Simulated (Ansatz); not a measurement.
A run of Ansatz 0.2.0:

File input.yaml:

```yaml
crystal:
  lattice:
    - [0.0, 2.72525, 2.72525]
    - [2.72525, 0.0, 2.72525]
    - [2.72525, 2.72525, 0.0]
  atoms:
    - { symbol: Ga, position: [0.0, 0.0, 0.0] }
    - { symbol: P, position: [0.75, 0.75, 0.75] }
kpoints:
  mp_grid: { grid: [8, 8, 8] }
scf:
  occupations: { method: gaussian, width: 0.021 }
hamiltonian:
  xc: pbe
  pseudopotentials: { kind: all_electron, lapw: { basis_error: 0.001 } }
output:
  forces: true
  stress: true
  eigenvalues: true
```

Potentials or basis: all-electron LAPW, scalar-relativistic.

Command:

```console
$ ansatz run input.yaml --threads 1 --pin off --max-ram 3072MiB --backend cpu --events-out ev --progress --plain --runs-dir out
```

Hardware: 1 thread of Intel(R) Xeon(R) Processor @ 2.50GHz (Skylake/Cascade Lake) (shared host).

**Question.** Estimate the wall time of this run.

**Answer.** Wall time 13 s on 1 thread of Intel(R) Xeon(R) Processor @ 2.50GHz (Skylake/Cascade Lake), with other jobs on the host, peak memory 0.29 GiB. Counts: scf iterations 7, plane waves 411, k points 29, bands 21.
